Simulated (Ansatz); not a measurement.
# Ti: strong compression, part 2 of 2

How does Ti (bcc type) answer strong compression, and how long do frozen cores keep up with all electrons? Methods of the runs shown: LAPW, crystal datasets and norm-conserving. Companion runs by PAW are cited. Its runs: the reference run (LAPW); volume scaled by 1 (crystal datasets and norm-conserving); volume scaled by 0.95 (LAPW and norm-conserving); volume scaled by 0.85 (LAPW and norm-conserving); volume scaled by 0.75 (LAPW); volume scaled by 0.65 (LAPW); volume scaled by 0.55 (LAPW and norm-conserving); volume scaled by 0.45 (LAPW); volume scaled by 0.4 (LAPW, crystal datasets and norm-conserving).

Ansatz 0.2.0; DFT PBE; a cell built from a prototype (bcc type), not taken from measurement. «Crystal datasets» are all-electron PAW datasets made for this crystal. Earlier steps stand in the parts before.

## 11. Volume scaled by 0.55, LAPW

This is Ti in the bcc structure; at room conditions it is hcp.

input.yaml

```yaml
crystal:
  lattice:
    - [-1.3353597623, 1.3353597623, 1.3353597623]
    - [1.3353597623, -1.3353597623, 1.3353597623]
    - [1.3353597623, 1.3353597623, -1.3353597623]
  atoms:
    - { symbol: Ti, position: [0.0, 0.0, 0.0] }
kpoints:
  mp_grid: { grid: [16, 16, 16] }
scf:
  occupations: { method: fermi_dirac, width: 0.1 }
hamiltonian:
  xc: pbe
  pseudopotentials: { kind: all_electron, lapw: { basis_error: 0.001 } }
output:
  forces: true
  stress: true
  eigenvalues: true
  populations: true
```

Started as:

```console
$ ansatz run input.yaml --threads 1 --pin off --max-ram 2048MiB --backend cpu --events-out ev --progress --plain --runs-dir out
```

The log of the run, cut to the lines that bear on the results:

```text
Ti: projections on atomic orbitals take those of the free atom 1s2 2s2 2p6 3s2 3p6 3d2 4s2, of charge +0.00 (hamiltonian.pseudopotentials.projection_atoms)
LAPW: plane waves up to 9.549 Å⁻¹, error target 1.0e-3 eV per atom; small_component_spin mean_spin; Ti in spheres of 1.156 Å, 18 of its electrons in bands, Dirac shells []
[...]
Pseudopotentials: kind: all_electron
[...]
        0.000000     152.737761       0.000000
        0.000000       0.000000     152.737761
  P = ⅓ Tr σ = 152.7378 GPa (1527.378 kbar)
--- Band table (eV; the first three rows and the last of 145) ---
  k-point 0: bands = ["-409.6468", "-409.6468", "-409.6468", "-30.1424", "-3.9989", "-3.9989", "-3.9989", "20.5277", "27.3381", "27.3381", "27.3381", "30.8332", "30.8332"]
[...]
--- Löwdin populations: 1 site ---
  site symbol       q [e]
     0     Ti     21.9571
  spilling = 0.001951 (of n_electrons = 22.000000)
```

It took 4.2 s on 1 thread of Intel Xeon 6975P-C (Granite Rapids), shared host; peak memory 0.33 GiB.

In short: pressure 152.74 GPa; no gap.

## 12. Volume scaled by 0.55, norm-conserving

input.yaml, as its differences from that of step 11:

```diff
@@ -13,3 +13,3 @@
   xc: pbe
-  pseudopotentials: { kind: all_electron, lapw: { basis_error: 0.001 } }
+  pseudopotentials: { kind: nc }
 output:
@@ -18,2 +18 @@
   eigenvalues: true
-  populations: true
```

Started as:

```console
$ ansatz run input.yaml --threads 1 --pin off --max-ram 2048MiB --backend cpu --events-out ev --progress --plain --runs-dir out
```

The log of the run, cut to the lines that bear on the results:

```text
[...]
[... 3 set-up lines as earlier in the session ...]
[...]
Crystal: 1 atoms, lattice volume = 9.525 Å³
Basis set: ecut = 1155 eV, 887 PW (Γ), exchange–correlation on 54×54×54 points (8 copies of the dense FFT grid, shifted against one another)
Bands: 10, of which v1, the nominal top of the filled ones, is band 6 counted from 1 (5 counted from 0)
[...]
--- Forces (eV/Å), atoms counted from 1 ---
  atom   1  Ti     0.00000000    -0.00000000     0.00000000
[...]
--- Stress (GPa, compression-positive) ---
      153.276370       0.000000       0.000000
       -0.000000     153.276370      -0.000000
        0.000000      -0.000000     153.276370
  P = ⅓ Tr σ = 153.2764 GPa (1532.764 kbar)
--- Band table (eV; the first three rows and the last of 145) ---
  k-point 0: bands = ["-30.9037", "-4.7625", "-4.7625", "-4.7625", "19.7595", "26.5858", "26.5858", "26.5858", "30.0784", "30.0784"]
[...]
```

Run time: 1.5 s. Hardware: 1 thread of Intel Xeon 6975P-C (Granite Rapids), shared host; peak memory 0.29 GiB.

Result: pressure 153.28 GPa; no gap.

## 13. Volume scaled by 0.45, LAPW

input.yaml

```yaml
crystal:
  lattice:
    - [-1.2489591302, 1.2489591302, 1.2489591302]
    - [1.2489591302, -1.2489591302, 1.2489591302]
    - [1.2489591302, 1.2489591302, -1.2489591302]
  atoms:
    - { symbol: Ti, position: [0.0, 0.0, 0.0] }
kpoints:
  mp_grid: { grid: [16, 16, 16] }
scf:
  occupations: { method: fermi_dirac, width: 0.1 }
hamiltonian:
  xc: pbe
  pseudopotentials: { kind: all_electron, lapw: { basis_error: 0.001 } }
output:
  forces: true
  stress: true
  eigenvalues: true
  populations: true
```

Started as:

```console
$ ansatz run input.yaml --threads 1 --pin off --max-ram 2048MiB --backend cpu --events-out ev --progress --plain --runs-dir out
```

The log of the run, cut to the lines that bear on the results:

```text
Ti: projections on atomic orbitals take those of the free atom 1s2 2s2 2p6 3s2 3p6 3d2 4s2, of charge +0.00 (hamiltonian.pseudopotentials.projection_atoms)
LAPW: plane waves up to 10.180 Å⁻¹, error target 1.0e-3 eV per atom; small_component_spin mean_spin; Ti in spheres of 1.082 Å, 20 of its electrons in bands, Dirac shells []
[...]
[... 1 set-up line as earlier in the session ...]
[...]
       -0.000000     274.391120       0.000000
       -0.000000       0.000000     274.391120
  P = ⅓ Tr σ = 274.3911 GPa (2743.911 kbar)
--- Band table (eV; the first three rows and the last of 145) ---
  k-point 0: bands = ["-495.8913", "-403.2299", "-403.2299", "-403.2299", "-25.2607", "2.7053", "2.7053", "2.7053", "27.8069", "32.9716", "32.9716", "32.9716", "37.2588", "37.2588"]
[...]
--- Löwdin populations: 1 site ---
  site symbol       q [e]
     0     Ti     21.9602
  spilling = 0.001811 (of n_electrons = 22.000000)
```

Run time: 4.6 s. Hardware: 1 thread of Intel Xeon 6975P-C (Granite Rapids), shared host; peak memory 0.32 GiB.

In short: pressure 274.39 GPa; no gap.

## 14. Volume scaled by 0.4, LAPW

input.yaml

```yaml
crystal:
  lattice:
    - [-1.2008738459, 1.2008738459, 1.2008738459]
    - [1.2008738459, -1.2008738459, 1.2008738459]
    - [1.2008738459, 1.2008738459, -1.2008738459]
  atoms:
    - { symbol: Ti, position: [0.0, 0.0, 0.0] }
kpoints:
  mp_grid: { grid: [16, 16, 16] }
  band_path:
    path:
      - [0.0, 0.0, 0.0]
      - [0.5, -0.5, 0.5]
      - [0.0, 0.0, 0.5]
      - [0.0, 0.0, 0.0]
      - [0.25, 0.25, 0.25]
      - [0.5, -0.5, 0.5]
      - [0.25, 0.25, 0.25]
      - [0.0, 0.0, 0.5]
    npoints: 8
scf:
  occupations: { method: fermi_dirac, width: 0.1 }
hamiltonian:
  xc: pbe
  pseudopotentials: { kind: all_electron, lapw: { basis_error: 0.001 } }
output:
  forces: true
  stress: true
  eigenvalues: true
  populations: true
  dos: { projected: true, de: 0.2, e_range: [-14, 8] }
```

Started as:

```console
$ ansatz run input.yaml --threads 1 --pin off --max-ram 2048MiB --backend cpu --events-out ev --progress --plain --runs-dir out
```

The log of the run, cut to the lines that bear on the results:

```text
Ti: projections on atomic orbitals take those of the free atom 1s2 2s2 2p6 3s2 3p6 3d2 4s2, of charge +0.00 (hamiltonian.pseudopotentials.projection_atoms)
LAPW: plane waves up to 10.572 Å⁻¹, error target 1.0e-3 eV per atom; small_component_spin mean_spin; Ti in spheres of 1.040 Å, 20 of its electrons in bands, Dirac shells []
[...]
[... 1 set-up line as earlier in the session ...]
[...]
        0.000000     376.868934       0.000000
        0.000000       0.000000     376.868934
  P = ⅓ Tr σ = 376.8689 GPa (3768.689 kbar)
--- Band table (eV; the first three rows and the last of 145) ---
  k-point 0: bands = ["-491.6704", "-399.0229", "-399.0229", "-399.0229", "-22.3095", "7.1870", "7.1870", "7.1870", "33.0952", "36.6772", "36.6772", "36.6772", "41.4900", "41.4900"]
[...]
--- Löwdin populations: 1 site ---
  site symbol       q [e]
     0     Ti     21.9600
  spilling = 0.001819 (of n_electrons = 22.000000)
```

Wall time 5.2 s (1 thread of Intel Xeon 6975P-C (Granite Rapids), shared host); peak memory 0.33 GiB.

Result: pressure 376.87 GPa; no gap.

At the corners of the path (eV, zero at the Fermi level):

| point | band 7 | band 8 | band 9 | band 10 | band 11 | band 12 | band 13 |
| --- | --- | --- | --- | --- | --- | --- | --- |
| Γ | -28.81 | -28.81 | -2.90 | 0.68 | 0.68 | 0.68 | 5.49 |
| H | -33.69 | -33.69 | -8.46 | -8.46 | 9.90 | 9.90 | 9.90 |
| N | -30.99 | -29.08 | -6.03 | -3.48 | 6.32 | 7.07 | 10.18 |
| Γ | -28.81 | -28.81 | -2.90 | 0.68 | 0.68 | 0.68 | 5.49 |
| P | -33.33 | -33.33 | 0.15 | 0.15 | 0.15 | 7.33 | 7.33 |
| H | -33.69 | -33.69 | -8.46 | -8.46 | 9.90 | 9.90 | 9.90 |
| P | -33.33 | -33.33 | 0.15 | 0.15 | 0.15 | 7.33 | 7.33 |
| N | -30.99 | -29.08 | -6.03 | -3.48 | 6.32 | 7.07 | 10.18 |

States per cell in windows of 1 eV (zero at the Fermi level; grid of 0.20 eV, so sharp peaks spill over the borders):

| from | to | total | Ti 3d |
| --- | --- | --- | --- |
| -9 | -8 | 0.01 | 0.01 |
| -8 | -7 | 0.05 | 0.05 |
| -7 | -6 | 0.09 | 0.09 |
| -6 | -5 | 0.25 | 0.23 |
| -5 | -4 | 0.51 | 0.47 |
| -4 | -3 | 0.73 | 0.67 |
| -3 | -2 | 0.93 | 0.85 |
| -2 | -1 | 1.03 | 0.90 |
| -1 | 0 | 0.37 | 0.33 |
| 0 | 1 | 0.40 | 0.35 |
| 1 | 2 | 0.55 | 0.44 |
| 2 | 3 | 0.57 | 0.47 |
| 3 | 4 | 0.53 | 0.46 |
| 4 | 5 | 0.77 | 0.70 |

## 15. Volume scaled by 0.4, crystal datasets

input.yaml

```yaml
crystal:
  lattice:
    - [-1.2008738459, 1.2008738459, 1.2008738459]
    - [1.2008738459, -1.2008738459, 1.2008738459]
    - [1.2008738459, 1.2008738459, -1.2008738459]
  atoms:
    - { symbol: Ti, position: [0.0, 0.0, 0.0] }
kpoints:
  mp_grid: { grid: [16, 16, 16] }
scf:
  occupations: { method: fermi_dirac, width: 0.1 }
hamiltonian:
  xc: pbe
  pseudopotentials: { kind: all_electron, datasets: crystal }
output:
  forces: true
  stress: true
  eigenvalues: true
```

Started as:

```console
$ ansatz run input.yaml --threads 1 --pin off --max-ram 2048MiB --backend cpu --events-out ev --progress --plain --runs-dir out
```

The log of the run, cut to the lines that bear on the results:

```text
[...]
band count auto-derived: 11 (N_el = 12.0; filled up to band 6; 10 by the electrons, moments and atoms)
[...]
[... 1 set-up line as earlier in the session ...]
Pseudopotential: Ti, paw, valence charge 12, recommended cutoff 480 eV (normal), Koelling and Harmon's equation, gaussian nucleus
[... 1 set-up line as earlier in the session ...]
[...]
Crystal: 1 atoms, lattice volume = 6.927 Å³
[...]
--- Forces (eV/Å), atoms counted from 1 ---
  atom   1  Ti    -0.00000000    -0.00000000    -0.00000000
[...]
--- Stress (GPa, compression-positive) ---
      376.867978      -0.000000      -0.000000
       -0.000000     376.867978      -0.000000
       -0.000000       0.000000     376.867978
  P = ⅓ Tr σ = 376.8680 GPa (3768.680 kbar)
--- Band table (eV; the first three rows and the last of 145) ---
  k-point 0: bands = ["-22.3095", "7.1869", "7.1869", "7.1869", "33.0952", "36.6771", "36.6771", "36.6771", "41.4900"]
[...]
```

Wall time 3.9 s (1 thread of Intel Xeon 6975P-C (Granite Rapids), shared host); peak memory 0.43 GiB.

Read from it: pressure 376.87 GPa; no gap.

## 16. Volume scaled by 0.4, norm-conserving

input.yaml, as its differences from that of step 15:

```diff
@@ -13,3 +13,3 @@
   xc: pbe
-  pseudopotentials: { kind: all_electron, datasets: crystal }
+  pseudopotentials: { kind: nc }
 output:
```

Started as:

```console
$ ansatz run input.yaml --threads 1 --pin off --max-ram 2048MiB --backend cpu --events-out ev --progress --plain --runs-dir out
```

The log of the run, cut to the lines that bear on the results:

```text
[...]
[... 3 set-up lines as earlier in the session ...]
[...]
Crystal: 1 atoms, lattice volume = 6.927 Å³
Basis set: ecut = 1155 eV, 627 PW (Γ), exchange–correlation on 48×48×48 points (8 copies of the dense FFT grid, shifted against one another)
Bands: 10, of which v1, the nominal top of the filled ones, is band 6 counted from 1 (5 counted from 0)
[...]
--- Forces (eV/Å), atoms counted from 1 ---
  atom   1  Ti     0.00000000    -0.00000000     0.00000000
[...]
--- Stress (GPa, compression-positive) ---
      378.538943       0.000000       0.000000
        0.000000     378.538943       0.000000
        0.000000       0.000000     378.538943
  P = ⅓ Tr σ = 378.5389 GPa (3785.389 kbar)
--- Band table (eV; the first three rows and the last of 145) ---
  k-point 0: bands = ["-23.3510", "6.1410", "6.1410", "6.1410", "32.0321", "35.6430", "35.6430", "35.6430", "40.4450", "40.4450"]
[...]
```

It took 1.3 s on 1 thread of Intel Xeon 6975P-C (Granite Rapids), shared host; peak memory 0.27 GiB.

This run gives: pressure 378.54 GPa; no gap.

## 17. The series in one table

The PAW rows are taken from companion runs at the same settings.

```
              method  volume over the first  volume (Å³/atom)  pressure (GPa)  SCF cycles, all passes
                LAPW                      1            17.318           -0.01                       6
                LAPW                   0.95            16.452            5.85                       6
                LAPW                   0.85            14.720           22.26                       6
                LAPW                   0.75            12.988           47.75                       5
                LAPW                   0.65            11.257           86.58                       5
                LAPW                   0.55             9.525          152.74                       5
                LAPW                   0.45             7.793          274.39                       5
                LAPW                    0.4             6.927          376.87                       5
                 PAW                      1            17.318            0.00                       6
                 PAW                   0.95            16.452            5.86                       6
                 PAW                   0.85            14.720           22.29                       6
                 PAW                   0.75            12.988           47.77                       6
                 PAW                   0.65            11.257           86.55                       6
                 PAW                   0.55             9.525          152.54                       6
                 PAW                   0.45             7.793          273.73                       6
                 PAW                    0.4             6.927          375.32                       6
PAW (cutoff 1000 eV)                    0.4             6.927          374.87                       6
 PAW (cutoff 300 eV)                   0.95            16.452            5.64                       6
 PAW (cutoff 300 eV)                   0.55             9.525          153.10                       6
    crystal datasets                      1            17.318           -0.01                       7
    crystal datasets                    0.4             6.927          376.87                       7
     norm-conserving                      1            17.318            0.04                       6
     norm-conserving                   0.95            16.452            5.91                       6
     norm-conserving                   0.85            14.720           22.35                       6
     norm-conserving                   0.55             9.525          153.28                       6
     norm-conserving                    0.4             6.927          378.54                       6
```

## 18. Results

The summary covers parts 1 to 2.

| quantity | value |
| --- | --- |
| LAPW pressure at 0.4 of the volume | 376.9 GPa |
| PAW pressure at 0.4 of the volume | 375.3 GPa |
| PAW (cutoff 1000 eV) pressure at 0.4 of the volume | 374.9 GPa |
| crystal datasets pressure at 0.4 of the volume | 376.9 GPa |
| norm-conserving pressure at 0.4 of the volume | 378.5 GPa |
| fitted bulk modulus at zero pressure (LAPW) | 96 GPa |
| its pressure derivative | 3.46 |

**Reading.** By LAPW the pressure climbs to 377 GPa at 0.4 of the first volume. A third-order Birch-Murnaghan curve fits the range only roughly (B₀ = 96 GPa, B′ = 3.46, misfit at most 5.09 GPa). A fit over so wide a range leans to the high pressures, so B₀ can be off by several per cent. Where LAPW's pressure is over 3 GPa, PAW's departs from it by at most 0.4 %, at 0.4 of the volume. The ions are at rest, and the electrons smeared by 0.1 eV.
